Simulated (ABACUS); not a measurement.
InP: equation of state with PBE

**What was measured.**

From a printed reference work, data compilation, for a bulk crystal of InP: bulk modulus 71 GPa.

Crystal: InP.

```
In P
1.0
     0.00000    2.93050    2.93050
     2.93050    0.00000    2.93050
     2.93050    2.93050    0.00000
In P
1 1
Direct
  0.00000 0.00000 0.00000
  0.75000 0.75000 0.75000
```

```json
{
 "Program": "ABACUS 3.10.1",
 "Task": "equation of state",
 "Functional": "PBE",
 "Potentials or basis": "PseudoDojo NC SR 0.4.1 PBE standard",
 "Cutoff": "966 eV",
 "Density cutoff": "3864 eV",
 "Basis": "plane waves",
 "k mesh": "8 × 8 × 8",
 "Occupations": "fermi-dirac, width 0.05 eV",
 "Spin": "no spin polarisation"
}
```

- Equilibrium volume: 26.48 Å³/atom
- Bulk modulus: 60 GPa
- Pressure derivative of the bulk modulus: 4.6

Energy against volume, from the lowest point:
```tsv
volume (Å³/atom)	energy (meV/atom)
23.657	68.85
24.160	44.60
24.663	26.20
25.167	13.05
25.670	4.61
26.173	0.41
26.677	0.00
```

All runs of the series together: 42 s on 4 threads of Intel(R) Xeon(R) Platinum 8488C (Sapphire Rapids) (shared host).

Measured bulk modulus of InP: 71 GPa (a printed reference work, data compilation). This calculation gives 60 GPa (-16.0 %). The fit is for a static lattice scaled at fixed shape and fixed fractional positions.

PBE usually gives volumes a little too large and moduli too small.
